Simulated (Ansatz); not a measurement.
# Migration of H in Pd

The calculation used DFT PBE, scalar-relativistic, plane waves, PAW in Ansatz 0.2.0. Run with 420 eV cutoff, 3×3×3 k-mesh, Gaussian smearing of 0.10 eV, no spin polarisation.

In a supercell of 27 host sites, interstitial H hops to an equivalent place, moving 2.78 Å between the relaxed ends. Climbing-image nudged elastic band at fixed cell with images 0 (start) to 6 (end), the path measured over all atoms, converged to 0.05 eV/Å; the order of the saddle wasn't checked, and the small cell leaves errors of about a tenth of an eV. Zero-point motion and tunnelling, which matter for H, are left out. At the top the atom squeezes straight between two others, where symmetry can hold a band on a ridge, so a bent path, such as one by way of a neighbouring hole, may have a much lower barrier.

Command:

```bash
ansatz run input.yaml --threads 8 --pin off --max-ram 20480MiB --backend cpu --events-out ev --progress --plain --runs-dir out
```

Input:

```yaml
crystal:
  lattice:
    - [-5.9133746203, 5.9133746203, 0.0]
    - [-5.9133746203, 0.0, 5.9133746203]
    - [0.0, 5.9133746203, 5.9133746203]
  atoms:
    - { symbol: Pd, position: [0.0003358207, 0.0003274183, -0.0009913094] }
    - { symbol: Pd, position: [0.3333177473, 6.25802e-05, 2.20739e-05] }
    - { symbol: Pd, position: [6.85175e-05, 0.3333169391, 1.65918e-05] }
    - { symbol: Pd, position: [0.001577763, 0.001542686, 0.3317887823] }
    - { symbol: Pd, position: [0.6665992535, 6.85319e-05, -3.287e-07] }
    - { symbol: Pd, position: [0.3333425134, 0.3333333333, 0.0] }
    - { symbol: Pd, position: [0.3333133809, 6.26656e-05, 0.333270866] }
    - { symbol: Pd, position: [7.30993e-05, 0.6665949833, -1.4306e-06] }
    - { symbol: Pd, position: [6.88217e-05, 0.3333121936, 0.3332710011] }
    - { symbol: Pd, position: [0.0003335938, 0.0003257187, 0.6670013322] }
    - { symbol: Pd, position: [0.666606364, 0.3333369218, -3.3818e-06] }
    - { symbol: Pd, position: [0.6650746469, 0.001624605, 0.3317069767] }
    - { symbol: Pd, position: [0.3333386179, 0.6665997278, 9.951e-07] }
    - { symbol: Pd, position: [0.3333333333, 0.3333344678, 0.3332651191] }
    - { symbol: Pd, position: [0.3323278667, 0.0003396482, 0.6670043165] }
    - { symbol: Pd, position: [0.0016414112, 0.6650649959, 0.3317246285] }
    - { symbol: Pd, position: [0.0003445727, 0.3323285206, 0.6670011184] }
    - { symbol: Pd, position: [0.6663406746, 0.6663320178, 0.0010054848] }
    - { symbol: Pd, position: [0.6663383863, 0.3343251705, 0.3330058128] }
    - { symbol: Pd, position: [0.6650958202, 0.001609844, 0.6682700875] }
    - { symbol: Pd, position: [0.3343267771, 0.6663322004, 0.3330078395] }
    - { symbol: Pd, position: [0.3333325084, 0.3333355516, 0.6667386968] }
    - { symbol: Pd, position: [0.0016222095, 0.665087897, 0.6682435546] }
    - { symbol: Pd, position: [0.6663386853, 0.6663292088, 0.332993962] }
    - { symbol: Pd, position: [0.6666057841, 0.3333332614, 0.6667338331] }
    - { symbol: Pd, position: [0.3333334297, 0.6666002273, 0.6667333166] }
    - { symbol: Pd, position: [0.6650941178, 0.6650704039, 0.668261779] }
    - { symbol: H, position: [0.8319927617, 0.8327175213, 0.5006674938] }
basis:
  ecutwfc: 420
  xc_grid: 2
kpoints:
  mp_grid: { grid: [3, 3, 3], shift: [0.0, 0.0, 0.0] }
hamiltonian:
  xc: pbe
scf:
  occupations: { method: gaussian, width: 0.1 }
output:
  forces: true
neb:
  images: 5
  f_tol: 0.05
  max_iterations: 70
  order_check: false
  final_atoms:
    - { symbol: Pd, position: [0.0003274183, 0.0003280704, 0.0003358207] }
    - { symbol: Pd, position: [0.3323285206, 0.0003257884, 0.0003445727] }
    - { symbol: Pd, position: [0.0003257187, 0.3323393553, 0.0003335938] }
    - { symbol: Pd, position: [0.0003396482, 0.0003281686, 0.3323278667] }
    - { symbol: Pd, position: [0.6650649959, 0.0015689644, 0.0016414112] }
    - { symbol: Pd, position: [0.3333121936, 0.3333479835, 6.88217e-05] }
    - { symbol: Pd, position: [0.3333344678, 6.70798e-05, 0.3333333333] }
    - { symbol: Pd, position: [0.001542686, 0.6650907687, 0.001577763] }
    - { symbol: Pd, position: [6.26656e-05, 0.3333530874, 0.3333133809] }
    - { symbol: Pd, position: [0.001624605, 0.0015937714, 0.6650746469] }
    - { symbol: Pd, position: [0.6665949833, 0.333333348, 7.30993e-05] }
    - { symbol: Pd, position: [0.6665997278, 6.06592e-05, 0.3333386179] }
    - { symbol: Pd, position: [0.3333169391, 0.6665979516, 6.85175e-05] }
    - { symbol: Pd, position: [0.3333333333, 0.3333241532, 0.3333425134] }
    - { symbol: Pd, position: [0.3333369218, 6.0096e-05, 0.666606364] }
    - { symbol: Pd, position: [6.25802e-05, 0.6665975986, 0.3333177473] }
    - { symbol: Pd, position: [6.85319e-05, 0.3333325433, 0.6665992535] }
    - { symbol: Pd, position: [0.665087897, 0.6650463389, 0.0016222095] }
    - { symbol: Pd, position: [0.6666002273, 0.3333330264, 0.3333334297] }
    - { symbol: Pd, position: [0.6650704039, 0.0015736993, 0.6650941178] }
    - { symbol: Pd, position: [0.3333355516, 0.6665932431, 0.3333325084] }
    - { symbol: Pd, position: [0.3333332614, 0.3333271213, 0.6666057841] }
    - { symbol: Pd, position: [0.001609844, 0.6650242482, 0.6650958202] }
    - { symbol: Pd, position: [0.6663322004, 0.6663331829, 0.3343267771] }
    - { symbol: Pd, position: [0.6663292088, 0.3343381439, 0.6663386853] }
    - { symbol: Pd, position: [0.3343251705, 0.6663306304, 0.6663383863] }
    - { symbol: Pd, position: [0.6663320178, 0.6663218228, 0.6663406746] }
    - { symbol: H, position: [0.8327175213, 0.8346222231, 0.8319927617] }
```

Course of the band:

| iteration | largest band force (eV/Å) | climbing image | energies over image 0 (eV) |
| --- | --- | --- | --- |
| 1 | 3.516 | none | 0.000 0.090 0.691 1.258 0.712 0.097 0.000 |
| 2 | 0.793 | none | 0.000 0.061 0.354 0.591 0.362 0.065 0.000 |
| 3 | 0.223 | 3 | 0.000 0.059 0.325 0.531 0.332 0.063 0.000 |
| 4 | 0.025 | 3 | 0.000 0.061 0.325 0.525 0.328 0.063 0.000 |

Final band:

| image | path (Å) | E − E(0) (eV) | H x (Å) | H y (Å) | H z (Å) | force on H (eV/Å) |
| --- | --- | --- | --- | --- | --- | --- |
| 0 | 0.00 | 0.000 | -9.844 | 7.881 | 7.885 | 0.00 |
| 1 | 0.47 | 0.061 | -9.846 | 8.214 | 8.215 | 0.33 |
| 2 | 0.94 | 0.325 | -9.843 | 8.538 | 8.539 | 0.66 |
| 3 | 1.41 | 0.525 | -9.845 | 8.869 | 8.870 | 0.03 |
| 4 | 1.87 | 0.328 | -9.848 | 9.198 | 9.200 | 0.66 |
| 5 | 2.34 | 0.063 | -9.855 | 9.519 | 9.522 | 0.33 |
| 6 | 2.81 | 0.000 | -9.860 | 9.844 | 9.855 | 0.00 |

Barrier 0.53 eV. The run took 12 min on 8 threads of Intel(R) Xeon(R) Processor @ 2.70GHz, on a shared host, peak memory 9.7 GiB.